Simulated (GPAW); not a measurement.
**MoS2: relaxation of cell and atoms with PBEsol+D4**

Slab: MoS2, a slab with vacuum.

```
CELL_PARAMETERS angstrom
3.18454 0.00000 0.00000
-1.59227 2.75789 0.00000
0.00000 0.00000 21.67053
ATOMIC_POSITIONS crystal
Mo 0.33333 0.66667 0.85116
Mo 0.66667 0.33333 0.14884
S 0.66667 0.33333 0.77963
S 0.33333 0.66667 0.07725
S 0.66667 0.33333 0.92275
S 0.33333 0.66667 0.22037
```

| Property | Result |
| --- | --- |
| Program | GPAW 26.7.0 |
| Task | relaxation of cell and atoms |
| Functional | PBEsol |
| Dispersion | D4 |
| Potentials or basis | PAW data sets generated in the run's folder for this functional |
| Cutoff | 600 eV |
| Basis | pw |
| k mesh | 6 × 6 × 1 |
| Occupations | fermi-dirac, width 0.05 eV |
| Spin | no spin polarisation |
| Maxiter | 150 |
| Optimizer | BFGS |
| Fmax | 0.05 eV/Å |
| Max steps | 60 |

| Item | Value |
| --- | --- |
| Relaxed volume | 29.11 Å³/atom |
| Relaxed cell | a = 3.122 Å, b = 3.122 Å, c = 20.688 Å, α = 90.00°, β = 90.00°, γ = 120.00° |
| Space group after relaxing (to 0.05 Å) | P-3m1 (No. 164) |
| Energy gained by relaxing | 20.1 meV/atom |
| Ionic steps | 13 |
| Largest force after relaxing | 0.017 eV/Å |
| Band gap on the k mesh | 1.12 eV, indirect (least direct gap 1.80 eV) |
| Dispersion energy per atom | -0.215 eV |

Forces on the atoms (eV/Å):
```
Mo   0.000  0.000 -0.001
Mo   0.000  0.000  0.001
S    0.000  0.000 -0.016
S    0.000  0.000 -0.017
S    0.000  0.000  0.017
S    0.000  0.000  0.016
```

Step by step:
```tsv
step	energy change (eV)	largest force (eV/Å)	pressure (GPa)	volume (Å³)
1	0.0000	0.1805	-2.76	190.32
2	-0.0139	0.0918	-2.35	189.58
3	-0.0529	0.4076	-0.19	185.43
4	-0.0617	0.3922	0.03	184.48
5	-0.0822	0.1392	0.16	181.53
6	-0.0833	0.0718	-0.05	181.55
7	-0.0841	0.0543	-0.22	181.58
8	-0.0858	0.1162	-0.45	181.46
9	-0.0904	0.2173	-0.81	180.79
10	-0.0992	0.3290	-1.21	178.90
11	-0.1084	0.3501	-1.25	175.84
12	-0.1160	0.2143	-0.79	175.07
13	-0.1204	0.0173	0.01	174.66
```

Final structure:
```xyz
6
Lattice="3.1223 0.0000 0.0000 -1.5612 2.7039 0.0000 0.0000 0.0000 20.6879" Properties=species:S:1:pos:R:3 pbc="T T T"
Mo    0.0000    1.8026   17.7065
Mo    1.5611    0.9013    2.9814
S     1.5611    0.9013   16.1458
S     0.0000    1.8026    1.4200
S     1.5611    0.9013   19.2679
S     0.0000    1.8026    4.5421
```

Levels at points of the mesh, in eV from the valence-band top:
```
           k point  band 23  band 24  band 25  band 26  band 27  band 28  band 29  band 30
(0.00, 0.00, 0.00)    -1.96    -1.85    -0.89     0.00     2.34     2.34     2.37     2.37
(0.50, 0.00, 0.00)    -1.49    -1.34    -1.29    -1.21     1.86     1.90     2.28     2.47
(0.50, 0.50, 0.00)    -1.49    -1.34    -1.29    -1.21     1.86     1.90     2.28     2.47
```

Run time: 16 min on 1 thread of Arm Neoverse V1 (shared host), peak memory 0.46 GiB.

Caveat: the k mesh is coarse; later steps reuse the first step's grids. A hybrid or GW would open this gap; PBEsol tends to underestimate it.
